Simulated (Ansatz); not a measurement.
# Au (P6_3/mmc) in Ansatz: a series of runs

Runs on Au. Level: PBEsol. Tasks: relaxation of cell and atoms.

Everything below comes from runs of Ansatz 0.2.0. Logs are shortened: lines on timing, memory, paths and dates and some standing lists are left out, and cuts for length are marked.

## Step 1: Starting point

The structure is hexagonal, space group P6_3/mmc (No. 194). The conventional cell has a = 2.900 Å, b = 2.900 Å, c = 4.880 Å, α = 90.00°, β = 90.00°, γ = 120.00°. Au (site symmetry -6m2) has 12 Au at 2.90 to 2.96 Å as nearest neighbours.

This isn't the form of Au at room conditions, which is fcc.

## Step 2: Relaxation of cell and atoms, PBEsol, target pressure 2 GPa, at which the enthalpy is minimised

Input file input.yaml:

```yaml
crystal:
  lattice:
    - [2.9, 0.0, 0.0]
    - [-1.45, 2.511473671, 0.0]
    - [0.0, 0.0, 4.88]
  atoms:
    - { symbol: Au, position: [0.6666666667, 0.3333333333, 0.25] }
    - { symbol: Au, position: [0.3333333333, 0.6666666667, 0.75] }
hamiltonian:
  xc: pbesol
  pseudopotentials: { kind: paw }
kpoints:
  mp_grid: { grid: [11, 11, 6] }
scf:
  occupations: { method: fermi_dirac, width: 0.05 }
output:
  forces: true
  stress: true
  eigenvalues: true
  write_density: true
  write_potential: true
  elf: true
  volumetric_format: npy
relax:
  f_tol: 0.01
  max_steps: 40
  cell: { stress_tol: 0.05, p_target: 2.0 }
```

Potentials or basis: Ansatz PAW.

Command:

```sh
$ ansatz run input.yaml --threads 2 --pin off --max-ram 5632MiB --backend cpu --events-out ev --progress --plain --runs-dir out
```

What it wrote:

```text
Warning: RAYON_NUM_THREADS=2 ignored (pool sized by the plan → 2); use --threads N
Engine: ansatz 0.2.0, aarch64-unknown-linux-gnu
Pseudopotentials: kind: paw
Pseudopotential: Au, paw, valence charge 19, recommended cutoff 420 eV (normal), Au.paw.azcp
Functional definition: PBEsol
  exchange = pbesol_x
  correlation = pbesol_c
Crystal: 2 atoms, lattice volume = 35.542 Å³
Basis set: ecut = 420 eV, 701 PW (Γ), exchange–correlation on 40×40×72 points (8 copies of the dense FFT grid, shifted against one another)
Bands: 23, of which v1, the nominal top of the filled ones, is band 19 counted from 1 (18 counted from 0)
Symmetry: 24 space group operations
Space group: P63/mmc (ITA 194), of the structure as read, at distance tolerance 3.3e-5 Å
k-points: 64 of 726
Non-local potential: Au, projectors of the file, l = 0: 3, l = 1: 2, l = 2: 2, l = 3: 1
PAW form: soft (Blöchl's): semilocal exchange-correlation on the pseudo side does not see the compensation charge
PAW frozen core: Au, regenerated for the run's functional, and the local potential with it (the file was generated under x = pbe(κ = 0.804, μ = 0.2195149727645171), c = pbe(β = 0.06672455060314922))
PAW one-centre angular grid: Au, 590 points (default); XC on 64 Gauss nodes
Initial density: superposition of atomic densities (neutral atoms: chi_scale 0, normalization atom), corrected by the library's trained network
Initial wavefunctions: pseudopotential atomic-orbital guess
Functional: x = pbesol(κ = 0.804, μ = 0.12345679012345678), c = pbesol(β = 0.046)
SCF iter   1: F=—  HF=-26014.162661 eV  |F-HF|=—  |Δ(HF+E_count)|=         —  Δρ=6.61e-3  dr2=1.45e-2  ethr=1.77e-3  ⟨swp⟩=4.6  Hψ=5580  notcnv=0
preconditioner: auto → Kerker (q_TF=auto, 2.759 Å⁻¹)  [metal: Δε(μ)=0.028 eV  Ē_g=10.596 eV  σ=0.050 eV  W_gap=0.14  n_scr=10 (ndim 8)  ℏωp=29.2 eV  f_vac=0.000  D(μ)=1.14/eV (n_scr^D=2)]
SCF iter   2: F=—  HF=-26014.160024 eV  |F-HF|=—  |Δ(HF+E_count)|=   2.64e-3  Δρ=2.88e-3  dr2=2.47e-3  ethr=3.82e-5  ⟨swp⟩=2.2  Hψ=2702  notcnv=0
SCF iter   3: F=—  HF=-26014.159363 eV  |F-HF|=—  |Δ(HF+E_count)|=   6.61e-4  Δρ=6.78e-4  dr2=8.29e-5  ethr=6.49e-6  ⟨swp⟩=2.0  Hψ=1976  notcnv=0
SCF iter   4: F=—  HF=-26014.159380 eV  |F-HF|=—  |Δ(HF+E_count)|=   1.75e-5  Δρ=1.13e-4  dr2=2.23e-6  ethr=2.18e-7  ⟨swp⟩=2.3  Hψ=2445  notcnv=0
SCF iter   5: F=—  HF=-26014.159381 eV  |F-HF|=—  |Δ(HF+E_count)|=   5.08e-7  Δρ=2.35e-5  dr2=2.15e-7  ethr=5.88e-9  ⟨swp⟩=2.3  Hψ=2366  notcnv=0
SCF iter   6: F=-26014.159381 eV  HF=-26014.159381 eV  |F-HF|=4.11e-10  |Δ(HF+E_count)|=   1.96e-8  Δρ=4.25e-6  dr2=5.92e-9  ethr=2.63e-10  ⟨swp⟩=7.5  Hψ=8341  notcnv=0
SCF 1 converged in 6 iterations: F = -26014.159381 eV  dr2 = 5.92e-9
relax step   1: F+E_penalty+E_count = -26014.15938097 eV  Δ(F+E_penalty+E_count) = +0.000e0 eV  max|allowed force component| = 3.701e-17 eV/Å  Δτ_max = 0.0000 Å  P = -6.442 GPa  Ω = 35.542 Å³  (6 SCF iters, dr2 threshold 1.00e-7 eV, accepted)
Crystal: 2 atoms, lattice volume = 31.143 Å³
Basis set: ecut = 420 eV, 603 PW (Γ), exchange–correlation on 40×40×72 points (8 copies of the dense FFT grid, shifted against one another)
Initial density: handed on by an earlier stage of this run
Initial wavefunctions: those handed on with the density
iter 1 solved again at ethr=6.60e-5 eV; its pass at ethr=3.10e-3 eV (dr2=2.51e-2 eV) is discarded
SCF iter   1: F=—  HF=-26014.037680 eV  |F-HF|=—  |Δ(HF+E_count)|=         —  Δρ=9.32e-3  dr2=2.52e-2  ethr=6.60e-5  ⟨swp⟩=1.0  Hψ=7540  notcnv=0
preconditioner: auto → none  [insulator: Δε(μ)=0.168 eV  Ē_g=11.846 eV  σ=0.050 eV  W_gap=0.65  n_scr=10 (ndim 8)  ℏωp=31.2 eV  f_vac=0.000  D(μ)=0.56/eV (n_scr^D=2)  ε∞_Penn≈7.9]
SCF iter   2: F=—  HF=-26014.030440 eV  |F-HF|=—  |Δ(HF+E_count)|=   7.24e-3  Δρ=3.55e-3  dr2=1.91e-3  ethr=6.60e-5  ⟨swp⟩=2.0  Hψ=2327  notcnv=0
SCF iter   3: F=—  HF=-26014.029946 eV  |F-HF|=—  |Δ(HF+E_count)|=   4.94e-4  Δρ=9.22e-4  dr2=1.44e-4  ethr=5.04e-6  ⟨swp⟩=1.0  Hψ=1472  notcnv=0
SCF iter   4: F=—  HF=-26014.029912 eV  |F-HF|=—  |Δ(HF+E_count)|=   3.33e-5  Δρ=1.05e-4  dr2=6.33e-7  ethr=3.79e-7  ⟨swp⟩=2.6  Hψ=2726  notcnv=0
iter 5 did not close the SCF: its close was put off for the readings that it lacked (scf_convergence_deferred on its scf_iter line)
SCF iter   5: F=-26014.029913 eV  HF=-26014.029913 eV  |F-HF|=4.89e-9  |Δ(HF+E_count)|=   2.68e-7  Δρ=8.73e-6  dr2=9.26e-9  ethr=1.67e-9  ⟨swp⟩=1.6  Hψ=2030  notcnv=0
SCF iter   6: F=-26014.029913 eV  HF=-26014.029913 eV  |F-HF|=1.02e-10  |Δ(HF+E_count)|=   3.73e-9  Δρ=2.20e-6  dr2=3.58e-10  ethr=2.44e-11  ⟨swp⟩=4.7  Hψ=7788  notcnv=0
SCF 2 converged in 6 iterations: F = -26014.029913 eV  dr2 = 3.58e-10
relax step   2: F+E_penalty+E_count = -26014.02991263 eV  Δ(F+E_penalty+E_count) = +1.295e-1 eV  max|allowed force component| = 1.110e-16 eV/Å  Δτ_max = 0.0000 Å  P = +19.874 GPa  Ω = 31.143 Å³  energy of the carried Pulay correction = +1.202e-3 eV  (6 SCF iters, dr2 threshold 2.00e-7 eV, rejected (line search))
Crystal: 2 atoms, lattice volume = 33.996 Å³
[... 19 lines left out ...]
SCF iter   3: F=—  HF=-26014.188791 eV  |F-HF|=—  |Δ(HF+E_count)|=   1.11e-5  Δρ=9.66e-5  dr2=1.75e-6  ethr=1.62e-7  ⟨swp⟩=2.4  Hψ=2059  notcnv=0
SCF iter   4: F=-26014.188792 eV  HF=-26014.188792 eV  |F-HF|=5.46e-11  |Δ(HF+E_count)|=   2.83e-7  Δρ=1.87e-5  dr2=6.62e-8  ethr=5.26e-10  ⟨swp⟩=8.3  Hψ=9751  notcnv=0
SCF 4 converged in 4 iterations: F = -26014.188792 eV  dr2 = 6.62e-8
relax step   4: F+E_penalty+E_count = -26014.18879156 eV  Δ(F+E_penalty+E_count) = +2.682e-3 eV  max|allowed force component| = 4.626e-17 eV/Å  Δτ_max = 0.0000 Å  P = +2.288 GPa  Ω = 33.614 Å³  energy of the carried Pulay correction = +5.065e-4 eV  (4 SCF iters, dr2 threshold 2.00e-7 eV, accepted)
Crystal: 2 atoms, lattice volume = 33.657 Å³
Basis set: ecut = 420 eV, 663 PW (Γ), exchange–correlation on 40×40×72 points (8 copies of the dense FFT grid, shifted against one another)
iter 1 solved again at ethr=1.48e-8 eV; its pass at ethr=3.10e-3 eV (dr2=5.64e-6 eV) is discarded
SCF iter   1: F=—  HF=-26014.189401 eV  |F-HF|=—  |Δ(HF+E_count)|=         —  Δρ=1.19e-4  dr2=3.72e-6  ethr=1.48e-8  ⟨swp⟩=2.5  Hψ=7284  notcnv=0
preconditioner: auto → Kerker (q_TF=auto, 2.784 Å⁻¹)  [metal: Δε(μ)=0.140 eV  Ē_g=11.100 eV  σ=0.050 eV  W_gap=0.48  n_scr=10 (ndim 8)  ℏωp=30.0 eV  f_vac=0.000  D(μ)=1.04/eV (n_scr^D=2)]
SCF iter   2: F=—  HF=-26014.189398 eV  |F-HF|=—  |Δ(HF+E_count)|=   3.45e-6  Δρ=6.26e-5  dr2=8.68e-7  ethr=9.80e-9  ⟨swp⟩=1.9  Hψ=1983  notcnv=0
SCF iter   3: F=-26014.189397 eV  HF=-26014.189397 eV  |F-HF|=3.37e-9  |Δ(HF+E_count)|=   2.16e-7  Δρ=1.10e-5  dr2=1.80e-8  ethr=5.26e-10  ⟨swp⟩=5.8  Hψ=9067  notcnv=0
SCF 5 converged in 3 iterations: F = -26014.189397 eV  dr2 = 1.80e-8
relax step   5: F+E_penalty+E_count = -26014.18939744 eV  Δ(F+E_penalty+E_count) = -6.059e-4 eV  max|allowed force component| = 9.252e-17 eV/Å  Δτ_max = 0.0000 Å  P = +2.049 GPa  Ω = 33.657 Å³  energy of the carried Pulay correction = +4.947e-4 eV  (3 SCF iters, dr2 threshold 2.00e-7 eV, accepted)
Crystal: 2 atoms, lattice volume = 33.664 Å³
iter 1 solved again at ethr=4.34e-8 eV; its pass at ethr=3.10e-3 eV (dr2=1.65e-5 eV) is discarded
SCF iter   1: F=—  HF=-26014.189522 eV  |F-HF|=—  |Δ(HF+E_count)|=         —  Δρ=1.28e-4  dr2=1.99e-6  ethr=4.34e-8  ⟨swp⟩=2.3  Hψ=7071  notcnv=0
preconditioner: auto → Kerker (q_TF=auto, 2.784 Å⁻¹)  [metal: Δε(μ)=0.141 eV  Ē_g=11.096 eV  σ=0.050 eV  W_gap=0.47  n_scr=10 (ndim 8)  ℏωp=30.0 eV  f_vac=0.000  D(μ)=1.02/eV (n_scr^D=2)]
SCF iter   2: F=—  HF=-26014.189519 eV  |F-HF|=—  |Δ(HF+E_count)|=   2.88e-6  Δρ=7.39e-5  dr2=6.72e-7  ethr=5.23e-9  ⟨swp⟩=1.4  Hψ=1533  notcnv=0
SCF iter   3: F=-26014.189519 eV  HF=-26014.189519 eV  |F-HF|=5.53e-10  |Δ(HF+E_count)|=   1.02e-7  Δρ=5.22e-6  dr2=4.90e-9  ethr=1.08e-10  ⟨swp⟩=5.7  Hψ=9451  notcnv=0
SCF 6 converged in 3 iterations: F = -26014.189519 eV  dr2 = 4.90e-9
relax step   6: F+E_penalty+E_count = -26014.18951887 eV  Δ(F+E_penalty+E_count) = -1.214e-4 eV  max|allowed force component| = 1.480e-16 eV/Å  Δτ_max = 0.0000 Å  P = +1.997 GPa  Ω = 33.664 Å³  energy of the carried Pulay correction = +4.923e-4 eV  (3 SCF iters, dr2 threshold 4.12e-8 eV, accepted)
Basis set: ecut = 420 eV, 663 PW (Γ), exchange–correlation on 40×40×64 points (8 copies of the dense FFT grid, shifted against one another)
Initial wavefunctions: pseudopotential atomic-orbital guess (no wavefunctions were taken with the density)
iter 1 solved again at ethr=3.99e-9 eV; its pass at ethr=3.10e-3 eV (dr2=1.52e-6 eV) is discarded
SCF iter   1: F=—  HF=-26014.188975 eV  |F-HF|=—  |Δ(HF+E_count)|=         —  Δρ=1.29e-4  dr2=8.88e-7  ethr=3.99e-9  ⟨swp⟩=3.8  Hψ=10407  notcnv=0
preconditioner: auto → Kerker (q_TF=auto, 2.784 Å⁻¹)  [metal: Δε(μ)=0.140 eV  Ē_g=11.096 eV  σ=0.050 eV  W_gap=0.47  n_scr=10 (ndim 8)  ℏωp=30.0 eV  f_vac=0.000  D(μ)=1.02/eV (n_scr^D=2)]
SCF iter   2: F=—  HF=-26014.188953 eV  |F-HF|=—  |Δ(HF+E_count)|=   2.23e-5  Δρ=6.69e-5  dr2=2.14e-7  ethr=2.34e-9  ⟨swp⟩=2.0  Hψ=2690  notcnv=0
SCF iter   3: F=—  HF=-26014.188953 eV  |F-HF|=—  |Δ(HF+E_count)|=   1.18e-7  Δρ=7.89e-6  dr2=2.95e-9  ethr=5.62e-10  ⟨swp⟩=3.0  Hψ=2696  notcnv=0
SCF iter   4: F=—  HF=-26014.188953 eV  |F-HF|=—  |Δ(HF+E_count)|=   2.82e-9  Δρ=6.29e-7  dr2=1.11e-10  ethr=7.77e-12  ⟨swp⟩=2.3  Hψ=2487  notcnv=0
SCF iter   5: F=-26014.188953 eV  HF=-26014.188953 eV  |F-HF|=3.64e-12  |Δ(HF+E_count)|=  1.09e-11  Δρ=1.20e-7  dr2=3.62e-12  ethr=1.00e-12  ⟨swp⟩=5.1  Hψ=6169  notcnv=0
SCF 7 converged in 5 iterations: F = -26014.188953 eV  dr2 = 3.62e-12
relax step   7: F+E_penalty+E_count = -26014.18895319 eV  Δ(F+E_penalty+E_count) = +5.657e-4 eV  max|allowed force component| = 1.665e-16 eV/Å  Δτ_max = 0.0000 Å  P = +2.007 GPa  Ω = 33.664 Å³  stress off target by 9.22e-3 GPa  SCF on the basis re-selected at this cell (its energy is not comparable with the rows above)  (5 SCF iters)
basis re-selected at this cell: Δ(F+E_penalty+E_count) = +5.657e-4 eV, ΔP = +0.010 GPa vs the last step (what re-selecting the basis moved, of the pressure what is left beyond the Pulay correction that the steps carried, after the strain that the cell walked since its last selection, with what the two solves' SCF thresholds leave and, on support functions, any second-order correction that the steps lacked; it is no measure of the basis error at this ecutwfc). The dense FFT grid was sized anew with the basis: this SCF ran on 20×20×32 points, the steps before it on 20×20×36, so part of this shift can come from that change (see relax.cell in the input reference). This SCF's stress stands 9.22e-3 GPa from its target on what of the cell is left free (relax.cell.stress_tol is 5.00e-2 GPa) and its largest allowed force component is 1.67e-16 eV/Å (relax.f_tol is 1.00e-2 eV/Å): within both
SCF converged after 5 iterations
Free energy (F): -26014.188953 eV
Harris-Foulkes:  -26014.188953 eV  (|F-HF|=3.64e-12)
Internal energy: -26014.181109 eV  (E = F + TS)
E sigma→0 (E₀):  -26014.185031 eV
Entropy (-TS):   -0.007844 eV (-3.922 meV/atom)
Fermi energy:    20.765768 eV
--- Per-component energies (eV) ---
  E_band       = -409.635090
  E_kinetic    = 1209.857369
  E_local      = -3375.925354  (includes V_loc(G=0)·N_el)
  E_nonlocal   = 155.199814
  E_hartree    = 1438.999575
  E_xc         = -453.509552
  E_vxc        = -549.680261  (∫ρ·V_xc dr)
  E_paw        = -19131.401293  (= ΣΔE_a)
  E_vpaw       = -727.088745  (= ΣTr[D̂ρ^β])
  E_aug_tail   = 0.002889  (compensation charges beyond the density's cutoff)
  E_ewald      = -5858.023516
  E_core_change = 0.618958  (= ΣΔE_core)
  E_smearing   = -0.007844  (= −TS)
  E_closure    = 0.000000  (closes the sum)
  Σ components = -26014.188953   (vs F -26014.188953, Δ=0.00e0)
--- Forces (eV/Å), atoms counted from 1 ---
  atom   1  Au     0.00000000    -0.00000000     0.00000000
  atom   2  Au    -0.00000000     0.00000000    -0.00000000
  max |Σ_I F_I| component: 0.00e0 eV/Å
--- Stress (GPa, compression-positive) ---
        2.009220      -0.000000       0.000000
       -0.000000       2.009220      -0.000000
        0.000000      -0.000000       2.001973
  P = ⅓ Tr σ = 2.0068 GPa (20.068 kbar)
--- Band table (eV; the first three rows and the last of 64) ---
  k-point 0: bands = ["-84.7413", "-84.7299", "-36.2576", "-36.0649", "-36.0649", "-36.0404", "-36.0336", "-36.0336", "10.7283", "13.2757", "15.9122", "16.1566", "16.1566", "16.4924", "16.4924", "17.1436", "17.1436", "18.6050", "18.6050", "19.5592", "23.6487", "35.2054", "36.5577"]
  k-point 1: bands = ["-84.7405", "-84.7307", "-36.2432", "-36.0629", "-36.0629", "-36.0551", "-36.0357", "-36.0357", "10.9646", "13.2613", "15.8517", "16.1005", "16.1005", "16.4184", "16.4184", "17.3265", "17.3265", "18.3313", "18.5700", "18.5700", "25.3294", "34.7622", "36.9027"]
  k-point 2: bands = ["-84.7385", "-84.7328", "-36.2039", "-36.0953", "-36.0571", "-36.0571", "-36.0415", "-36.0415", "11.6232", "13.0934", "15.7445", "16.0504", "16.0504", "16.2534", "16.2534", "16.6949", "17.7210", "17.7210", "18.4253", "18.4253", "28.3957", "33.9919", "36.0574"]
  k-point 63: bands = ["-84.7253", "-84.7253", "-36.2261", "-36.2261", "-36.1729", "-36.1729", "-36.0870", "-36.0870", "14.5951", "14.5951", "15.3809", "15.3809", "16.1065", "16.1065", "17.1356", "17.1356", "18.6829", "18.6829", "24.5263", "24.5263", "25.3206", "25.3206", "28.1512"]
--- Relaxed structure (6 steps of the walk, 5 accepted, 1 SCFs on fresh bases) ---
  F+E_penalty+E_count = -26014.18895319 eV   max|allowed force component| = 1.665e-16 eV/Å   (the final SCF, on the basis selected at the relaxed cell)
  cell:  # Å, volume = 33.6642 Å³
    - [2.8589522147986925, -2.7179595122122048e-33, 1.896909242898101e-33]
    - [-1.4294761073993463, 2.4759252462214527, -8.503787054476617e-34]
    - [1.76276856868743e-33, 1.9056957499323567e-34, 4.755799436856847]
  atoms:
    - { symbol: Au, position: [0.6666666666666665, 0.3333333333333332, 0.25] }
    - { symbol: Au, position: [0.3333333333333332, 0.6666666666666664, 0.7500000000000001] }
```

Wall time 9.6 s (2 threads of Arm Neoverse V2, shared host); peak memory 0.33 GiB.

Results:

| Property | Result |
| --- | --- |
| Free energy | -26014.1890 eV |
| Relaxed volume | 16.83 Å³/atom |
| Relaxed cell | a = 2.859 Å, b = 2.859 Å, c = 4.756 Å, α = 90.00°, β = 90.00°, γ = 120.00° |
| Space group after relaxing (to 0.05 Å) | P6_3/mmc (No. 194) |
| Energy change on relaxing (the enthalpy is what falls) | -14.8 meV/atom |
| Ionic steps | 6 |
| Pressure after relaxing | 2.0 GPa |
| Band gap on the k mesh | none (metal or under the smearing width) |

Step by step:
```csv
step,energy change (eV),largest force (eV/Å),volume (Å³)
1,0.0000,0.0000,35.54
2,-0.0321,0.0000,34.00
3,-0.0294,0.0000,33.61
4,-0.0300,0.0000,33.66
5,-0.0301,0.0000,33.66
6,-0.0296,0.0000,33.66
```

Final structure:
```yaml
crystal:
  lattice:
    - [2.85895, 0.00000, 0.00000]
    - [-1.42948, 2.47593, 0.00000]
    - [0.00000, 0.00000, 4.75580]
  atoms:
    - { symbol: Au, position: [0.66667, 0.33333, 0.25000] }
    - { symbol: Au, position: [0.33333, 0.66667, 0.75000] }
```

Levels at points of the mesh, in eV from the Fermi level:
```tsv
k point	band 15	band 16	band 17	band 18	band 19	band 20	band 21	band 22	band 23
(0.00, 0.00, 0.00)	-4.27	-3.62	-3.62	-2.16	-2.16	-1.21	2.88	14.44	15.79
(0.00, 0.00, -0.50)	-4.66	-4.66	-2.64	-2.64	-2.64	-2.64	10.91	10.91	14.76
```

Caveat: the plane-wave basis is chosen anew once the cell has moved, so the energies of steps on either side of that aren't comparable; the PAW data sets come from PBE, with cores solved anew for the run's functional, which leaves a small shift of forces and pressure. Spin-orbit coupling is left out, which matters for the levels of Au.

(Continued in part 2 of 2.)
